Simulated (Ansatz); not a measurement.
## Is this CdSe structure stable?

It was reached by relaxing an invented guess, and it needn't be the stable form of this composition.

Computed with Ansatz 0.2.0, DFT PBE, scalar-relativistic, plane waves, PAW. Settings of the last relaxation (12-atom cell): 420 eV, 4×4×4 k points, Gaussian smearing of 0.02 eV, no spin polarisation.

```xyz
12
Lattice="7.6166 0.0000 0.0000 0.0000 7.6166 0.0000 0.0000 0.0000 7.6166" Properties=species:S:1:pos:R:3 pbc="T T T"
Cd    3.8083    0.0000    5.7124
Cd    5.7124    3.8083    0.0000
Cd    0.0000    5.7124    3.8083
Cd    3.8083    0.0000    1.9041
Cd    1.9041    3.8083    0.0000
Cd    0.0000    1.9041    3.8083
Se    0.0000    3.8083    5.7124
Se    5.7124    0.0000    3.8083
Se    3.8083    5.7124    0.0000
Se    0.0000    3.8083    1.9041
Se    1.9041    0.0000    3.8083
Se    3.8083    1.9041    0.0000
```

The zero of energy is the elements' standard structures at the same level; no fitted shifts are applied.

Task: These tests were run: energy against the elements; random kick, then relaxation without symmetry; phonons at Γ; elastic tensor. What do they show?

Result:

```
                                         test                       result
                  energy against the elements               −0.560 eV/atom
random kick, then relaxation without symmetry                      returns
                                 phonons at Γ  lowest optical mode 28 cm⁻¹
                               elastic tensor       least eigenvalue 6 GPa
```

It fails none of these tests. Whether a mixture of other phases lies lower isn't tested here. Phonons away from Γ weren't computed.

The reference form of Se is held partly by dispersion forces, which this level lacks. The kick test ran on a coarse mesh. The run for the phonons used a 4×4×4 k mesh. The run for the elastic tensor used a 4×4×4 k mesh.
